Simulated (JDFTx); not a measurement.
# C in JDFTx: equation of state

How stiff is C in PBEsol, and what volume does it want? The cell is scaled to several volumes.

All numbers are computed with JDFTx 1.7.0 (patched build); they aren't measurements. Logs are shortened: lines on timing, memory, paths and dates and some standing lists are left out, and cuts for length are marked. The log counts tension as positive stress, the text compression.

### Step 1. The slab as given

The cell holds a slab with vacuum, 2 atoms: a = 2.456 Å, b = 2.456 Å, c = 8.524 Å, α = 90.00°, β = 90.00°, γ = 120.00°.

The slab is cut from a database's or a generator's crystal, which needn't be the stable form of the element.

### Step 2. Equation of state, PBEsol, 20.93 Å³/atom (volume scaled by 0.94)

C.in reads:

```
lattice \
    4.5467380717    -2.2733690360     0.0000000000 \
    0.0000000000     3.9375906745     0.0000000000 \
    0.0000000000     0.0000000000    15.7788339952
coords-type Lattice
ion C      0.6666666667     0.3333333333     0.0000000000 1
ion C      0.3333333333     0.6666666667     0.0000000000 1

ion-species pseudo/C.upf
elec-cutoff 41 328
elec-ex-corr gga-PBEsol
kpoint-folding 12 12 3
elec-smearing Fermi 0.0018374661
elec-n-bands 9
electronic-SCF nIterations 100 energyDiffThreshold 1e-09
electronic-minimize nIterations 30 energyDiffThreshold 1e-7
forces-output-coords Cartesian

dump-name run.$VAR
dump End Ecomponents EigStats BandEigs Kpoints Forces Stress ElecDensity Dtot KEdensity
```

Potentials or basis: PseudoDojo-SR-PBEsol-0.4.1-standard with smoothed tails.

On the command line:

```sh
$ jdftx -c 1 -i C.in -o C.out
```

Standard output:

```text
*************** JDFTx 1.7.0 (patched build) ***************

Input parsed successfully to the following command list (including defaults):
[... the input with its defaults ...]

---------- Setting up symmetries ----------

Found 24 point-group symmetries of the bravais lattice
Found 24 space-group symmetries with basis
Applied RMS atom displacement 2.62506e-10 bohrs to make symmetries exact.

---------- Initializing the Grid ----------
R =
[      4.54674     -2.27337            0  ]
[            0      3.93759            0  ]
[            0            0      15.7788  ]
unit cell volume = 282.492
G =
[    1.38191   0.797846         -0  ]
[          0    1.59569          0  ]
[          0         -0   0.398203  ]
Minimum fftbox size, Smin = [  40  40  132  ]
Chosen fftbox size, S = [  40  40  140  ]

---------- Initializing tighter grid for wavefunction operations ----------
R =
[      4.54674     -2.27337            0  ]
[            0      3.93759            0  ]
[            0            0      15.7788  ]
unit cell volume = 282.492
G =
[    1.38191   0.797846         -0  ]
[          0    1.59569          0  ]
[          0         -0   0.398203  ]
Minimum fftbox size, Smin = [  28  28  92  ]
Chosen fftbox size, S = [  28  28  96  ]

---------- Exchange Correlation functional ----------
Initalized PBEsol GGA exchange.
Initalized PBEsol GGA correlation.

---------- Setting up pseudopotentials ----------
Width of ionic core gaussian charges (only for fluid interactions / plotting) set to 0

Reading pseudopotential file 'pseudo/C.upf':
  'C' pseudopotential, 'PBESOL' functional
  Generated using ONCVPSP code by D. R. Hamann
  4 valence electrons, 2 orbitals, 4 projectors, 1001 radial grid points, with lMax = 1
    2S    l: 0   occupation:  2.0   eigenvalue: -0.501565
    2P    l: 1   occupation:  2.0   eigenvalue: -0.192331
  Core radius for overlap checks: 1.21 bohrs.

Initialized 1 species with 2 total atoms.

Folded 1 k-points by 12x12x3 to 432 k-points.

---------- Setting up k-points, bands, fillings ----------
Reduced to 38 k-points under symmetry.
Computing the number of bands and number of electrons
Calculating initial fillings.
nElectrons:   8.000000   nBands: 9   nStates: 38

----- Setting up reduced wavefunction bases (one per k-point) -----
average nbasis = 3542.498 , ideal nbasis = 3542.217

---------- Setting up ewald sum ----------
Optimum gaussian width for ewald sums = 2.332063 bohr.
Real space sum over 1575 unit cells with max indices [  7  7  3  ]
Reciprocal space sum over 2025 terms with max indices [  4  4  12  ]

---------- Allocating electronic variables ----------
Initializing wave functions:  linear combination of atomic orbitals
Note: number of bands (9) exceeds available atomic orbitals (8)
C pseudo-atom occupations:   s ( 2 )  p ( 2 )
	FillingsUpdate:  mu: -0.087460475  nElectrons: 8.000000
LCAOMinimize: Iter:   0  F: -11.2934202003478017  |grad|_K:  1.360e-04  alpha:  1.000e+00
	FillingsUpdate:  mu: -0.087862114  nElectrons: 8.000000
LCAOMinimize: Iter:   1  F: -11.2934479868044146  |grad|_K:  1.138e-06  alpha:  9.763e-01  linmin: -3.674e-02  cgtest:  1.569e-01
LCAOMinimize: Encountered beta<0, resetting CG.
	FillingsUpdate:  mu: -0.087857852  nElectrons: 8.000000
LCAOMinimize: Iter:   2  F: -11.2934479887783397  |grad|_K:  9.434e-09  alpha:  9.900e-01  linmin: -4.524e-03  cgtest:  5.323e-02
LCAOMinimize: Encountered beta<0, resetting CG.
	FillingsUpdate:  mu: -0.087857865  nElectrons: 8.000000
LCAOMinimize: Iter:   3  F: -11.2934479887784445  |grad|_K:  3.136e-09  alpha:  6.572e-01  linmin: -1.066e-01  cgtest:  9.995e-01
LCAOMinimize: Encountered beta<0, resetting CG.
LCAOMinimize: Converged (|Delta F|<1.000000e-06 for 2 iters).

-------- Electronic minimization -----------
Will mix electronic density at each iteration.
	FillingsUpdate:  mu: -0.087857865  nElectrons: 8.000000
	FillingsUpdate:  mu: -0.096575199  nElectrons: 8.000000
SCF: Cycle:  0   F: -11.413571601676267   dF: -1.201e-01   |Residual|: 1.555e-01   |deigs|: 1.474e-01
	FillingsUpdate:  mu: -0.063801258  nElectrons: 8.000000
SCF: Cycle:  1   F: -11.424896089745044   dF: -1.132e-02   |Residual|: 8.184e-02   |deigs|: 3.795e-02
	FillingsUpdate:  mu: -0.019532526  nElectrons: 8.000000
SCF: Cycle:  2   F: -11.432059642686895   dF: -7.164e-03   |Residual|: 2.158e-02   |deigs|: 4.668e-02
	FillingsUpdate:  mu: -0.017390667  nElectrons: 8.000000
SCF: Cycle:  3   F: -11.431952665333142   dF: +1.070e-04   |Residual|: 1.052e-02   |deigs|: 3.474e-03
	FillingsUpdate:  mu: +0.000871314  nElectrons: 8.000000
SCF: Cycle:  4   F: -11.432258728566945   dF: -3.061e-04   |Residual|: 7.815e-03   |deigs|: 1.699e-02
	FillingsUpdate:  mu: +0.013564749  nElectrons: 8.000000
SCF: Cycle:  5   F: -11.432373509512466   dF: -1.148e-04   |Residual|: 4.021e-03   |deigs|: 1.138e-02
	FillingsUpdate:  mu: +0.019643780  nElectrons: 8.000000
SCF: Cycle:  6   F: -11.432379618763104   dF: -6.109e-06   |Residual|: 3.104e-03   |deigs|: 6.568e-03
	FillingsUpdate:  mu: +0.021238644  nElectrons: 8.000000
SCF: Cycle:  7   F: -11.432383738325980   dF: -4.120e-06   |Residual|: 8.456e-04   |deigs|: 3.702e-03
	FillingsUpdate:  mu: +0.020776547  nElectrons: 8.000000
SCF: Cycle:  8   F: -11.432385022927448   dF: -1.285e-06   |Residual|: 4.548e-04   |deigs|: 2.284e-03
	FillingsUpdate:  mu: +0.021420839  nElectrons: 8.000000
SCF: Cycle:  9   F: -11.432385219725308   dF: -1.968e-07   |Residual|: 1.075e-04   |deigs|: 8.966e-04
	FillingsUpdate:  mu: +0.021273493  nElectrons: 8.000000
SCF: Cycle: 10   F: -11.432385240702430   dF: -2.098e-08   |Residual|: 1.600e-05   |deigs|: 2.678e-04
	FillingsUpdate:  mu: +0.021296063  nElectrons: 8.000000
SCF: Cycle: 11   F: -11.432385244768531   dF: -4.066e-09   |Residual|: 3.003e-06   |deigs|: 4.673e-05
	FillingsUpdate:  mu: +0.021296391  nElectrons: 8.000000
SCF: Cycle: 12   F: -11.432385246306479   dF: -1.538e-09   |Residual|: 1.624e-06   |deigs|: 4.891e-05
	FillingsUpdate:  mu: +0.021297664  nElectrons: 8.000000
SCF: Cycle: 13   F: -11.432385246749385   dF: -4.429e-10   |Residual|: 4.959e-07   |deigs|: 5.710e-05
	FillingsUpdate:  mu: +0.021297610  nElectrons: 8.000000
SCF: Cycle: 14   F: -11.432385246896668   dF: -1.473e-10   |Residual|: 2.609e-07   |deigs|: 4.353e-05
SCF: Converged (|Delta E|<1.000000e-09 for 2 iters).

Setting wave functions to eigenvectors of Hamiltonian

# Stress tensor in Cartesian coordinates [Eh/a0^3]:
[ -0.000434415  1.65488e-14            0  ]
[  1.65488e-14 -0.000434415            0  ]
[            0            0   2.1414e-06  ]

# Ionic positions in lattice coordinates:
ion C   0.666666666666667   0.333333333333333   0.000000000000000 1
ion C   0.333333333333333   0.666666666666667   0.000000000000000 1

# Forces in Cartesian coordinates:
force C  -0.000000000000000  -0.000000000000000   0.000000000000000 1
force C   0.000000000000000   0.000000000000000   0.000000000000000 1

# Energy components:
   Eewald =        9.2799077507582535
       EH =       19.1302120416268053
     Eloc =      -44.0776369511166664
      Enl =       -0.6178754612429088
      Exc =       -4.3078544865382078
 Exc_core =        0.5742060436143434
       KE =        8.5867265734578009
-------------------------------------
     Etot =      -11.4323144894405804
       TS =        0.0000707574560878
-------------------------------------
        F =      -11.4323852468966685

IonicMinimize: Iter:   0  F: -11.432385246896668  |grad|_K:  4.800e-35
IonicMinimize: Converged (|grad|_K<1.000000e-04).

#--- Lowdin population analysis ---
# oxidation-state C +0.044 +0.044

Dumping 'run.eigStats' ...
	eMin: -0.717529 at state 0 ( [ +0.000000 +0.000000 +0.000000 ] spin 0 )
	HOMO: +0.021296 at state 37 ( [ +0.333333 +0.333333 +0.333333 ] spin 0 )
	mu  : +0.021298
	LUMO: +0.021300 at state 36 ( [ +0.333333 +0.333333 +0.000000 ] spin 0 )
	eMax: +0.533628 at state 37 ( [ +0.333333 +0.333333 +0.333333 ] spin 0 )
	HOMO-LUMO gap: +0.000004
	Optical gap  : +0.103972 at state 35 ( [ +0.250000 +0.333333 +0.333333 ] spin 0 )
Done!
```

Run time: 29 s. Hardware: 1 thread of Intel Xeon 6975P-C (Granite Rapids), shared host; peak memory 0.13 GiB.

Results:

```
Free energy            : -311.0911 eV
Band gap on the k mesh : none (metal or under the smearing width)
```

### Step 3. Equation of state, PBEsol, 21.38 Å³/atom (volume scaled by 0.96)

C.in reads:

```
lattice \
    4.5787584091    -2.2893792044     0.0000000000 \
    0.0000000000     3.9653210999     0.0000000000 \
    0.0000000000     0.0000000000    15.8899562057
coords-type Lattice
ion C      0.6666666667     0.3333333333     0.0000000000 1
ion C      0.3333333333     0.6666666667     0.0000000000 1

ion-species pseudo/C.upf
elec-cutoff 41 328
elec-ex-corr gga-PBEsol
kpoint-folding 12 12 3
elec-smearing Fermi 0.0018374661
elec-n-bands 9
electronic-SCF nIterations 100 energyDiffThreshold 1e-09
electronic-minimize nIterations 30 energyDiffThreshold 1e-7
forces-output-coords Cartesian

dump-name run.$VAR
dump End Ecomponents EigStats BandEigs Kpoints Forces Stress
```

Potentials or basis: PseudoDojo-SR-PBEsol-0.4.1-standard with smoothed tails.

On the command line:

```sh
$ jdftx -c 1 -i C.in -o C.out
```

It took 32 s on 1 thread of Intel Xeon 6975P-C (Granite Rapids), shared host; peak memory 0.12 GiB.

The run converged. Its results:

- Free energy: -311.1307 eV
- Band gap on the k mesh: none (metal or under the smearing width)

### Step 4. Equation of state, PBEsol, 21.82 Å³/atom (volume scaled by 0.98)

C.in, as its differences from that of step 3:

```diff
@@ -1,5 +1,5 @@
 lattice \
-    4.5787584091    -2.2893792044     0.0000000000 \
-    0.0000000000     3.9653210999     0.0000000000 \
-    0.0000000000     0.0000000000    15.8899562057
+    4.6103370511    -2.3051685255     0.0000000000 \
+    0.0000000000     3.9926690063     0.0000000000 \
+    0.0000000000     0.0000000000    15.9995455735
 coords-type Lattice
```

On the command line:

```sh
$ jdftx -c 1 -i C.in -o C.out
```

Run time: 31 s. Hardware: 1 thread of Intel Xeon 6975P-C (Granite Rapids), shared host; peak memory 0.13 GiB.

It converged, with:

- Free energy: -311.1554 eV
- Band gap on the k mesh: none (metal or under the smearing width)

### Step 5. Equation of state, PBEsol, 22.27 Å³/atom

C.in, as its differences from that of step 4:

```diff
@@ -1,5 +1,5 @@
 lattice \
-    4.6103370511    -2.3051685255     0.0000000000 \
-    0.0000000000     3.9926690063     0.0000000000 \
-    0.0000000000     0.0000000000    15.9995455735
+    4.6414889220    -2.3207444610     0.0000000000 \
+    0.0000000000     4.0196473179     0.0000000000 \
+    0.0000000000     0.0000000000    16.1076538906
 coords-type Lattice
```

On the command line:

```sh
$ jdftx -c 1 -i C.in -o C.out
```

It took 30 s on 1 thread of Intel Xeon 6975P-C (Granite Rapids), shared host; peak memory 0.13 GiB.

Results (log left out):

```
Free energy            : -311.1663 eV
Band gap on the k mesh : none (metal or under the smearing width)
```

### Step 6. Equation of state, PBEsol, 22.71 Å³/atom (volume scaled by 1.02)

C.in, as its differences from that of step 5:

```diff
@@ -1,5 +1,5 @@
 lattice \
-    4.6414889220    -2.3207444610     0.0000000000 \
-    0.0000000000     4.0196473179     0.0000000000 \
-    0.0000000000     0.0000000000    16.1076538906
+    4.6722281551    -2.3361140775     0.0000000000 \
+    0.0000000000     4.0462682746     0.0000000000 \
+    0.0000000000     0.0000000000    16.2143302040
 coords-type Lattice
```

Potentials or basis: PseudoDojo-SR-PBEsol-0.4.1-standard with smoothed tails.

On the command line:

```sh
$ jdftx -c 1 -i C.in -o C.out
```

Wall time 30 s (1 thread of Intel Xeon 6975P-C (Granite Rapids), shared host); peak memory 0.13 GiB.

Results (log left out):

```
Free energy            : -311.1646 eV
Band gap on the k mesh : none (metal or under the smearing width)
```

### Step 7. Equation of state, PBEsol, 23.16 Å³/atom (volume scaled by 1.04)

C.in, as its differences from that of step 6:

```diff
@@ -1,5 +1,5 @@
 lattice \
-    4.6722281551    -2.3361140775     0.0000000000 \
-    0.0000000000     4.0462682746     0.0000000000 \
-    0.0000000000     0.0000000000    16.2143302040
+    4.7025681491    -2.3512840745     0.0000000000 \
+    0.0000000000     4.0725434801     0.0000000000 \
+    0.0000000000     0.0000000000    16.3196210127
 coords-type Lattice
```

On the command line:

```sh
$ jdftx -c 1 -i C.in -o C.out
```

Wall time 30 s (1 thread of Intel Xeon 6975P-C (Granite Rapids), shared host); peak memory 0.14 GiB.

The run converged. Its results:

| Property | Result |
| --- | --- |
| Free energy | -311.1516 eV |
| Band gap on the k mesh | none (metal or under the smearing width) |

### Step 8. Equation of state, PBEsol, 23.60 Å³/atom (volume scaled by 1.06)

C.in, as its differences from that of step 7:

```diff
@@ -1,5 +1,5 @@
 lattice \
-    4.7025681491    -2.3512840745     0.0000000000 \
-    0.0000000000     4.0725434801     0.0000000000 \
-    0.0000000000     0.0000000000    16.3196210127
+    4.7325216200    -2.3662608100     0.0000000000 \
+    0.0000000000     4.0984839470     0.0000000000 \
+    0.0000000000     0.0000000000    16.4235704460
 coords-type Lattice
```

On the command line:

```sh
$ jdftx -c 1 -i C.in -o C.out
```

It took 29 s on 1 thread of Intel Xeon 6975P-C (Granite Rapids), shared host; peak memory 0.14 GiB.

Results (log left out):

```
Free energy            : -311.1280 eV
Band gap on the k mesh : none (metal or under the smearing width)
```

### Step 9. Equation of state, PBEsol

Potentials or basis: PseudoDojo-SR-PBEsol-0.4.1-standard with smoothed tails.

No new run: the results of the series are fitted here.

Results:

```yaml
Equilibrium_volume: 22.43 Å³/atom
Bulk_modulus_at_fixed_shape_and_positions: 110 GPa
Pressure_derivative_of_the_bulk_modulus: 3.5
```

Energy against volume, from the lowest point:
| volume (Å³/atom) | energy (meV/atom) |
| --- | --- |
| 20.930 | 37.61 |
| 21.376 | 17.77 |
| 21.821 | 5.46 |
| 22.266 | 0.00 |
| 22.712 | 0.82 |
| 23.157 | 7.35 |
| 23.602 | 19.13 |

Caveat: the cell was scaled at fixed shape and fractional positions, which overstates the stiffness of a crystal with free parameters, most of all of layers and chains.
